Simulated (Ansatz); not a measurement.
# Pressure against volume: Nb

```yaml
crystal:
  lattice:
    - [-1.66395, 1.66395, 1.66395]
    - [1.66395, -1.66395, 1.66395]
    - [1.66395, 1.66395, -1.66395]
  atoms:
    - { symbol: Nb, position: [0.00000, 0.00000, 0.00000] }
```

The conventional cell has a = 3.328 Å, b = 3.328 Å, c = 3.328 Å, α = 90.00°, β = 90.00°, γ = 90.00°. Nb (atom 1) has 8 Nb at 2.88 Å as nearest neighbours.

The cell is COD entry 4111969, as deposited and not checked against the literature; nothing was relaxed. It differs from other determinations.

Levels of theory: DFT, PBE, all-electron LAPW, scalar-relativistic (Ansatz 0.2.0); DFT, PBE, PAW with Ansatz's default frozen-core files, scalar-relativistic (Ansatz 0.2.0).

For LAPW: a Γ-centred 15×15×15 k mesh, Fermi–Dirac smearing of 0.03 eV, basis error target 1 meV/atom, no spin polarisation. PAW takes a cutoff of 420 eV at this cell. The Ansatz runs share mesh, smearing and spin set-up. Plane-wave (PAW) pressures include the program's estimate of the Pulay term.

The cell above is scaled evenly, with fractional coordinates and shape held.

| V/V(cell) | V (Å³/atom) | P, LAPW (GPa) | P, PAW (GPa) |
| --- | --- | --- | --- |
| 0.9500 | 17.507 | 6.78 | 6.78 |
| 0.9750 | 17.967 | 1.84 | 1.84 |
| 1.0000 | 18.428 | -2.49 | -2.49 |
| 1.0250 | 18.889 | -6.31 | -6.30 |
| 1.0500 | 19.350 | ? | ? |

(1) Fill in the row V/V(cell) = 1.0500.

(2) What do Birch–Murnaghan fits to the pressures give?

Results:

(1) P, LAPW (GPa) = -9.66, P, PAW (GPa) = -9.66.

(2) LAPW: V0 = 18.16 Å³/atom, B0 = 173 GPa, B0′ = 4.1; PAW: V0 = 18.16 Å³/atom, B0 = 173 GPa, B0′ = 4.1.
